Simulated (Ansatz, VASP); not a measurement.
## CdTe in VASP and in Ansatz

```
Cd Te
1.0
     4.58205    0.00000    0.00000
     0.00000    6.48000    0.00000
     0.00000    0.00000    4.58205
Cd Te
2 2
Cartesian
  0.0000 0.0000 0.0000
  2.2910 3.2400 2.2910
  2.2910 1.6200 0.0000
  0.0000 4.8600 2.2910
```

Alike in both runs: task single point; functional PBE; k mesh 6 × 4 × 6; occupations gaussian, width 0.01 eV; no spin polarisation.

```csv
,VASP,Ansatz
version,VASP 6.6.1,Ansatz 0.2.0
potentials or method,"VASP PAW PBE potentials, release 64 (Cd, Te)","scalar-relativistic, plane waves, PAW"
plane-wave cutoff (eV),520,420
valence electrons in the cell,36,72
```

|  | VASP | Ansatz | Ansatz less VASP |
| --- | --- | --- | --- |
| gap on the k mesh at the Fermi level (eV) | 0.77 | 0.77 | +0.001 |
| least direct gap on the mesh (eV) | 0.77 | 0.77 | +0.001 |

The functional is the same, so the differences come from potentials, cutoffs and numerics. The two sets of potentials don't hold the same shells in valence.

Caveats: spin-orbit coupling is left out, which moves the levels of the heavy elements.
